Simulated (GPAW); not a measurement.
# Sb in GPAW: the effect of functional

Sb:

```
Sb
1.0
    -1.87134    1.87134    1.87134
     1.87134   -1.87134    1.87134
     1.87134    1.87134   -1.87134
Sb
1
Direct
  0.00000 0.00000 0.00000
```

This isn't the form of Sb at room conditions, which is rhombohedral.

Alike in all runs:

```yaml
Program: GPAW 26.7.0
Task: band structure
Cutoff: 600 eV
Basis: pw
k_mesh: 10 × 10 × 10
Occupations: fermi-dirac, width 0.05 eV
Spin: no spin polarisation
```

| functional | potentials or basis | pressure (GPa) |
| --- | --- | --- |
| LDA | the program's PAW data sets (release 1.2.1) made for this functional | -1.6 |
| PBE | GPAW PAW data sets (gpaw-data 1.2.1) | 2.8 |
| PBEsol | PAW data sets generated in the run's folder for this functional | -0.4 |
| RPBE | the program's PAW data sets (release 1.2.1) made for this functional | 4.2 |
| revPBE | the program's PAW data sets (release 1.2.1) made for this functional | 3.8 |
| BLYP | PAW data sets generated in the run's folder for this functional | ? |
| r2SCAN | GPAW PAW data sets (gpaw-data 1.2.1) | 2.3 |

Problem. What does the run with functional BLYP give?

Solution. Pressure 8.6 GPa.

Caveats: the PAW data sets were made with another functional, which shifts forces and pressure a little (some runs).
